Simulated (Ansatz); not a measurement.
Method: Ansatz 0.2.0, DFT PBE, scalar-relativistic, plane waves, PAW. All cells share a 420 eV cutoff and Γ-centred k meshes spaced at most about 0.3 Å⁻¹ (about 0.25 or finer for metals, 2π included). No spin polarisation.

Temperature and zero-point effects are left out.

Problem. Order these relaxed structures of MgGa2O2 by energy, lowest first, with the energy over the lowest of them.
A.

Space group P-3m1 (No. 164). a = 3.331 Å, b = 3.331 Å, c = 7.296 Å, α = 90.00°, β = 90.00°, γ = 120.00°
```
atom  site  symmetry       x       y       z
  Mg    1a      -3m. 0.0000  0.0000  0.0000
  Ga    2d       3m. 0.3333  0.6667  0.6107
   O    2d       3m. 0.3333  0.6667  0.8581
```

B.

Space group Immm (No. 71). a = 2.889 Å, b = 6.990 Å, c = 10.321 Å, α = 90.00°, β = 90.00°, γ = 90.00°
```
atom  site  symmetry       x       y       z
  Mg    2a       mmm  0.0000  0.0000  0.0000
  Ga    4i       mm2  0.5000  0.5000  0.7841
   O    4j       mm2  0.0000  0.5000  0.6365
```

Solution. A (0 meV/atom), B (251 meV/atom). Counting O atoms around Ga and Mg (those within 1.25 times the shortest such distance or 1.15 times the sum of covalent radii): A has Mg 6, Ga 1; B has Mg 4, Ga 2. Both come from invented guesses.

Weakly bound directions are ill-defined at this level, which has no dispersion term (Immm), and this can change margins and order among such cells. Cells relaxed within their symmetry can be saddle points. Some candidate types were left out of the draw beforehand, so a known form may be missing.
